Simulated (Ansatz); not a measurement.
The system is Co.

```
Co
1.0
     2.47200    0.00000    0.00000
    -1.23600    2.14081    0.00000
     0.00000    0.00000    4.02114
Co
2
Direct
  0.66667 0.33333 0.75000
  0.33333 0.66667 0.25000
```

| Quantity | Value |
| --- | --- |
| Program | Ansatz 0.2.0 |
| Task | relaxation of cell and atoms |
| Functional | PBEsol |
| Potentials or basis | Ansatz PAW |
| Cutoff | 420 eV (not typed: the program's choice for these potentials) |
| k mesh | 12 × 12 × 7 |
| Occupations | fermi-dirac, width 0.05 eV |
| Spin | collinear spin, ferromagnetic start |
| Starting moments | [2.0, 2.0] μB |

At the start: volume 10.64 Å³/atom.

Task: How do energy, volume and symmetry change on relaxing?

Result: It ends after 7 steps and the volume is 10.37 Å³/atom (-2.6 %); space group P6_3/mmc (No. 194, to 0.05 Å); moment 3.13 μB per cell.

Step by step:
| step | energy change (eV) | largest force (eV/Å) | volume (Å³) |
| --- | --- | --- | --- |
| 1 | 0.0000 | 0.0000 | 21.28 |
| 2 | -0.0087 | 0.0000 | 21.00 |
| 3 | -0.0117 | 0.0000 | 20.73 |
| 4 | -0.0117 | 0.0000 | 20.74 |
| 5 | -0.0111 | 0.0000 | 20.74 |
| 6 | -0.0111 | 0.0000 | 20.73 |
| 7 | -0.0111 | 0.0000 | 20.73 |

Final structure:
```yaml
crystal:
  lattice:
    - [2.45747, 0.00000, 0.00000]
    - [-1.22874, 2.12824, 0.00000]
    - [0.00000, 0.00000, 3.96447]
  atoms:
    - { symbol: Co, position: [0.66667, 0.33333, 0.75000] }
    - { symbol: Co, position: [0.33333, 0.66667, 0.25000] }
```

Caveat: the plane-wave basis is chosen anew once the cell has moved, so the energies of steps on either side of that aren't comparable; the PAW data sets come from PBE, with cores solved anew for the run's functional, which leaves a small shift of forces and pressure.
